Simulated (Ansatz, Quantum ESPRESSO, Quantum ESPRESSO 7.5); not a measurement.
## Evanescent states of BAs, zinc blende type, lattice constant set to 4.533 Å

How good a tunnel barrier is BAs, zinc blende type, lattice constant set to 4.533 Å?

Program: Quantum ESPRESSO 7.5. Level of theory: plane-wave DFT, PBEsol, GBRV ultrasoft pseudopotentials (cross-check by Ansatz 0.2.0 with PAW datasets). Results are calculated unless marked as measured.

### 1. Starting point

The structure is cubic, space group F-43m (No. 216). The conventional cell has a = 4.533 Å, b = 4.533 Å, c = 4.533 Å, α = 90.00°, β = 90.00°, γ = 90.00°. Nearest to B lie 4 As at 1.96 Å. As has 4 B at 1.96 Å nearest. Farther neighbours are not listed.

As a file:

```cif
data_structure
_symmetry_space_group_name_H-M 'F-43m'
_symmetry_Int_Tables_number 216
_cell_length_a 4.5330
_cell_length_b 4.5330
_cell_length_c 4.5330
_cell_angle_alpha 90.000
_cell_angle_beta 90.000
_cell_angle_gamma 90.000
_cell_volume 93.14
loop_
_atom_site_label
_atom_site_type_symbol
_atom_site_symmetry_multiplicity
_atom_site_Wyckoff_symbol
_atom_site_fract_x
_atom_site_fract_y
_atom_site_fract_z
_atom_site_occupancy
B1 B 4 a 0.00000 0.00000 0.00000 1
As1 As 4 c 0.75000 0.75000 0.25000 1
```

### 2. SCF with pw.x

pwcond needs a cell whose third axis lies along the current and stands perpendicular to the other two.

scf.in reads:

```
&control
  prefix = 'scf'
  outdir = './out'
  pseudo_dir = './pseudo'
  calculation = 'scf'
  tprnfor = .true.
/
&system
  ibrav = 0
  nat = 4
  ntyp = 2
  ecutwfc = 40
  ecutrho = 200
  occupations = 'fixed'
  nbnd = 12
/
&electrons
  conv_thr = 1e-09
  mixing_beta = 0.6
  electron_maxstep = 120
/
ATOMIC_SPECIES
  B   10.8100  b_pbesol_v1.4.uspp.F.UPF
  As  74.9216  as_pbesol_v1.uspp.F.UPF
CELL_PARAMETERS angstrom
  3.20531503911862 0.00000000000000 0.00000000000000
  0.00000000000000 3.20531503911862 0.00000000000000
  0.00000000000000 0.00000000000000 4.53300000000000
ATOMIC_POSITIONS crystal
  B   0.000000000000 0.000000000000 0.000000000000
  As  0.500000000000 0.000000000000 0.250000000000
  B   0.500000000000 0.500000000000 0.500000000000
  As  0.000000000000 0.500000000000 0.750000000000
K_POINTS automatic
  8 8 6 0 0 0
```

Command:

```bash
$ OMP_NUM_THREADS=1 mpirun -n 2 pw.x -nk 2 -in scf.in > scf.out
```

The log of the run:

```text
Program PWSCF v.7.5 starts
[citation notice left out]

     Parallel version (MPI & OpenMP), running on       2 processor cores
     Number of MPI processes:                 2
     Threads/MPI process:                     1

     MPI processes distributed on     1 nodes
[...]
Current dimensions of program PWSCF are:
     Max number of different atomic species (ntypx) = 10
     Max number of k-points (npk) =  40000
     Max angular momentum in pseudopotentials (lmaxx) =  4
     Found identity + ( -0.5000 -0.5000 -0.5000) symmetry
     This is a supercell, fractional translations are disabled
     Message from routine setup:
     using ibrav=0 with symmetry is DISCOURAGED, use correct ibrav instead

     K-points division:     npool     =       2
     Subspace diagonalization in iterative solution of the eigenvalue problem:
     a serial algorithm will be used

     G-vector sticks info
     --------------------
     sticks:   dense  smooth     PW     G-vecs:    dense   smooth      PW
     Sum         593     473    145                15071    10739    1923

     Using Slab Decomposition

     bravais-lattice index     =            0
     lattice parameter (alat)  =       6.0572  a.u.
     unit-cell volume          =     314.2851 (a.u.)^3
     number of atoms/cell      =            4
     number of atomic types    =            2
     number of electrons       =        16.00
     number of Kohn-Sham states=           12
     kinetic-energy cutoff     =      40.0000  Ry
     charge density cutoff     =     200.0000  Ry
     scf convergence threshold =      1.0E-09
     mixing beta               =       0.6000
     number of iterations used =            8  plain     mixing
     Exchange-correlation= SLA  PW   PSX  PSC
                           (   1   4  10   8   0   0   0)

     celldm(1)=   6.057168  celldm(2)=   0.000000  celldm(3)=   0.000000
     celldm(4)=   0.000000  celldm(5)=   0.000000  celldm(6)=   0.000000

     crystal axes: (cart. coord. in units of alat)
               a(1) = (   1.000000   0.000000   0.000000 )
               a(2) = (   0.000000   1.000000   0.000000 )
               a(3) = (   0.000000   0.000000   1.414214 )

     reciprocal axes: (cart. coord. in units 2 pi/alat)
               b(1) = (  1.000000  0.000000  0.000000 )
               b(2) = (  0.000000  1.000000  0.000000 )
               b(3) = (  0.000000  0.000000  0.707107 )

     PseudoPot. # 1 for B  read from file:
     ./pseudo/b_pbesol_v1.4.uspp.F.UPF
     Pseudo is Ultrasoft + core correction, Zval =  3.0
     Generated by new atomic code, or converted to UPF format
     Using radial grid of  781 points,  4 beta functions with:
                l(1) =   0
                l(2) =   0
                l(3) =   1
                l(4) =   1
     Q(r) pseudized with  8 coefficients,  rinner =    1.100   1.100   1.100

     PseudoPot. # 2 for As read from file:
     ./pseudo/as_pbesol_v1.uspp.F.UPF
     Pseudo is Ultrasoft + core correction, Zval =  5.0
     Generated by new atomic code, or converted to UPF format
     Using radial grid of  875 points,  6 beta functions with:
                l(1) =   0
                l(2) =   0
                l(3) =   1
                l(4) =   1
                l(5) =   2
                l(6) =   2
     Q(r) pseudized with  8 coefficients,  rinner =    1.300   1.300   1.300
                                                       1.300   1.300

     atomic species   valence    mass     pseudopotential
     B                 3.00    10.81000     B ( 1.00)
     As                5.00    74.92160     As( 1.00)

      8 Sym. Ops. (no inversion) found

   Cartesian axes

     site n.     atom                  positions (alat units)
         1        B      tau(   1) = (   0.0000000   0.0000000   0.0000000  )
         2        As     tau(   2) = (   0.5000000   0.0000000   0.3535534  )
         3        B      tau(   3) = (   0.5000000   0.5000000   0.7071068  )
         4        As     tau(   4) = (   0.0000000   0.5000000   1.0606602  )

     number of k points=    60
                       cart. coord. in units 2pi/alat
        k(    1) = (   0.0000000   0.0000000   0.0000000), wk =   0.0052083
        k(    2) = (   0.0000000   0.0000000   0.1178511), wk =   0.0104167
        k(    3) = (   0.0000000   0.0000000   0.2357023), wk =   0.0104167
        k(    4) = (   0.0000000   0.0000000  -0.3535534), wk =   0.0052083
        k(    5) = (   0.0000000   0.1250000   0.0000000), wk =   0.0208333
        k(    6) = (   0.0000000   0.1250000   0.1178511), wk =   0.0416667
        k(    7) = (   0.0000000   0.1250000   0.2357023), wk =   0.0416667
        k(    8) = (   0.0000000   0.1250000  -0.3535534), wk =   0.0208333
        k(    9) = (   0.0000000   0.2500000   0.0000000), wk =   0.0208333
        k(   10) = (   0.0000000   0.2500000   0.1178511), wk =   0.0416667
[...]
k(   60) = (  -0.5000000  -0.5000000  -0.3535534), wk =   0.0052083

     Dense  grid:    15071 G-vectors     FFT dimensions: (  27,  27,  40)

     Smooth grid:    10739 G-vectors     FFT dimensions: (  25,  25,  36)

     Estimated max dynamical RAM per process >      41.62 MB

     Estimated total dynamical RAM >      79.57 MB

     Initial potential from superposition of free atoms

     starting charge      15.9990, renormalised to      16.0000
     Starting wfcs are   16 randomized atomic wfcs

     total cpu time spent up to now is        1.0 secs

     per-process dynamical memory:    23.0 Mb

     Self-consistent Calculation

     iteration #  1     ecut=    40.00 Ry     beta= 0.60
     Davidson diagonalization with overlap
     ethr =  1.00E-02,  avg # of iterations =  3.0

     total cpu time spent up to now is        2.3 secs

     total energy              =     -92.54722866 Ry
     estimated scf accuracy    <       0.39458460 Ry

     iteration #  2     ecut=    40.00 Ry     beta= 0.60
[...]
total energy              =     -92.63127692 Ry
     estimated scf accuracy    <       0.02785679 Ry

     iteration #  3     ecut=    40.00 Ry     beta= 0.60
[...]
total energy              =     -92.63469279 Ry
     estimated scf accuracy    <       0.00155768 Ry

     iteration #  4     ecut=    40.00 Ry     beta= 0.60
[...]
c_bands:  2 eigenvalues not converged
     c_bands:  1 eigenvalues not converged
[...]
total energy              =     -92.63509996 Ry
     estimated scf accuracy    <       0.00023680 Ry

     iteration #  5     ecut=    40.00 Ry     beta= 0.60
[...]
total energy              =     -92.63518404 Ry
     estimated scf accuracy    <       0.00001924 Ry

     iteration #  6     ecut=    40.00 Ry     beta= 0.60
[...]
total energy              =     -92.63520040 Ry
     estimated scf accuracy    <       0.00000038 Ry

     iteration #  7     ecut=    40.00 Ry     beta= 0.60
[...]
total energy              =     -92.63520138 Ry
     estimated scf accuracy    <       0.00000023 Ry

     iteration #  8     ecut=    40.00 Ry     beta= 0.60
[...]
total energy              =     -92.63520139 Ry
     estimated scf accuracy    <       0.00000004 Ry

     iteration #  9     ecut=    40.00 Ry     beta= 0.60
[...]
total energy              =     -92.63520139 Ry
     estimated scf accuracy    <       0.00000003 Ry

     iteration # 10     ecut=    40.00 Ry     beta= 0.60
[...]
total energy              =     -92.63520138 Ry
     estimated scf accuracy    <       0.00000001 Ry

     iteration # 11     ecut=    40.00 Ry     beta= 0.60
[...]
End of self-consistent calculation

          k = 0.0000 0.0000 0.0000 (  1337 PWs)   bands (ev):

    -6.1413  -1.0896   1.3672   6.0465   6.0465  10.8354  10.8354  10.8354
    11.9499  11.9904  14.3246  14.3246

          k = 0.0000 0.0000 0.1179 (  1345 PWs)   bands (ev):

    -5.9661  -2.0405   2.5385   6.2271   6.2271  10.0729  10.0729  10.1885
    11.7445  12.6326  13.8778  15.2811

          k = 0.0000 0.0000 0.2357 (  1345 PWs)   bands (ev):

    -5.4435  -3.4187   4.5444   6.7630   6.7630   8.6262   8.7868   8.7868
    11.8947  13.0732  13.7967  17.1301

          k = 0.0000 0.0000-0.3536 (  1362 PWs)   bands (ev):

    -4.5848  -4.5848   6.6527   6.6529   7.6331   7.6331   7.6332   7.6332
    12.3620  12.3621  15.4906  15.4906

          k = 0.0000 0.1250 0.0000 (  1334 PWs)   bands (ev):

    -5.9444  -1.0319   1.5083   5.0034   6.2244   9.5217   9.9130  10.7157
    12.1479  13.5707  14.5302  14.7096

          k = 0.0000 0.1250 0.1179 (  1337 PWs)   bands (ev):

    -5.7703  -1.9177   2.5138   5.2918   6.4008   8.3069  10.0565  10.3160
    12.2668  13.8698  14.7399  15.0625

[...]
highest occupied, lowest unoccupied level (ev):    10.8354   11.7445

!    total energy              =     -92.63520138 Ry
     estimated scf accuracy    <          5.5E-11 Ry

     The total energy is the sum of the following terms:
     one-electron contribution =      16.24176151 Ry
     hartree contribution      =       2.20557634 Ry
     xc contribution           =     -69.06977018 Ry
     ewald contribution        =     -42.01276906 Ry

     convergence has been achieved in  11 iterations

     Forces acting on atoms (cartesian axes, Ry/au):

     atom    1 type  1   force =     0.00000000    0.00000000    0.00000000
     atom    2 type  2   force =     0.00000000    0.00000000    0.00000858
     atom    3 type  1   force =     0.00000000    0.00000000    0.00000000
     atom    4 type  2   force =     0.00000000    0.00000000   -0.00000858

     Total force =     0.000012     Total SCF correction =     0.000007
     SCF correction compared to forces is large: reduce conv_thr to get better values

[...]
=------------------------------------------------------------------------------=
   JOB DONE.
=------------------------------------------------------------------------------=
```

Run time: 15 s. Hardware: 2 MPI ranks of Arm Neoverse N1, shared host; peak memory 0.16 GiB.

Numbers from this step:

```
free energy                          : -1260.3661 eV
valence top, on the run's zero       : 10.84 eV
conduction bottom, on the run's zero : 11.74 eV
gap by band count                    : 0.9091 eV
```

The run needed 11 iterations to bring the estimated error under 1e-09 Ry.

[end of part 1 of 4]

[Logs are printed without paths, hosts, clocks, repeated set-up lines and the standing remarks that a program may print on its own settings, such as how far it seeks lower states.]

[Hosts, paths, dates, database ids (printed as entryN), source tags and the programs' standing remarks are cut or masked in the printed files.]

[Maps of the electrostatic potential energy from Ansatz leave out the sawtooth potential of an applied field or a dipole correction, so their vacuum need not be flat; planar profiles and work functions include it.]
